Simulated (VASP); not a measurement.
The system is B6As.

```
CELL_PARAMETERS angstrom
3.06842 1.77155 3.96494
-3.06842 1.77155 3.96494
0.00000 -3.54311 3.96494
ATOMIC_POSITIONS crystal
B 0.01529 0.01529 0.32488
B 0.01529 0.32488 0.01529
B 0.82186 0.27249 0.82186
B 0.82186 0.82186 0.27249
B 0.27249 0.82186 0.82186
B 0.72751 0.17814 0.17814
B 0.17814 0.72751 0.17814
B 0.17814 0.17814 0.72751
B 0.98471 0.67512 0.98471
B 0.98471 0.98471 0.67512
B 0.67512 0.98471 0.98471
B 0.32488 0.01529 0.01529
As 0.60055 0.60055 0.60055
As 0.39945 0.39945 0.39945
```

The cell is a database's computed one.

- Program: VASP 6.6.1
- Task: relaxation of cell and atoms
- Functional: LDA
- Potentials or basis: VASP PAW LDA potentials, release 64 (B, As)
- Cutoff: 600 eV
- k mesh: 6 × 6 × 6
- Occupations: gaussian, width 0.03 eV
- Spin: no spin polarisation

At the start: pressure -5.7 GPa; volume 9.24 Å³/atom.

How do energy, volume and symmetry change on relaxing?

Over 8 steps the energy falls by 4.8 meV/atom and the volume is 8.98 Å³/atom (-2.8 %); space group R-3m (No. 166, to 0.05 Å).

The path:
```csv
step,energy change (eV),largest force (eV/Å),pressure (GPa),volume (Å³)
1,0.0000,0.1876,-5.65,129.32
2,-0.0147,0.4029,4.76,123.32
3,-0.0638,0.1233,-0.32,126.07
4,-0.0665,0.0825,0.11,125.58
5,-0.0669,0.0273,-0.01,125.71
6,-0.0674,0.0201,0.03,125.67
7,-0.0674,0.0278,0.06,125.64
8,-0.0675,0.0089,-0.03,125.68
```

Final structure:
```cif
data_structure
_symmetry_space_group_name_H-M 'P 1'
_symmetry_Int_Tables_number 1
_cell_length_a 5.2629
_cell_length_b 5.2629
_cell_length_c 5.2629
_cell_angle_alpha 70.647
_cell_angle_beta 70.647
_cell_angle_gamma 70.647
_cell_volume 125.68
loop_
_atom_site_label
_atom_site_type_symbol
_atom_site_fract_x
_atom_site_fract_y
_atom_site_fract_z
_atom_site_occupancy
B1 B 0.01572 0.01572 0.32434 1
B2 B 0.01572 0.32434 0.01572 1
B3 B 0.82206 0.27217 0.82206 1
B4 B 0.82206 0.82206 0.27217 1
B5 B 0.27217 0.82206 0.82206 1
B6 B 0.72783 0.17794 0.17794 1
B7 B 0.17794 0.72783 0.17794 1
B8 B 0.17794 0.17794 0.72783 1
B9 B 0.98428 0.67566 0.98428 1
B10 B 0.98428 0.98428 0.67566 1
B11 B 0.67566 0.98428 0.98428 1
B12 B 0.32434 0.01572 0.01572 1
As1 As 0.60107 0.60107 0.60107 1
As2 As 0.39893 0.39893 0.39893 1
```
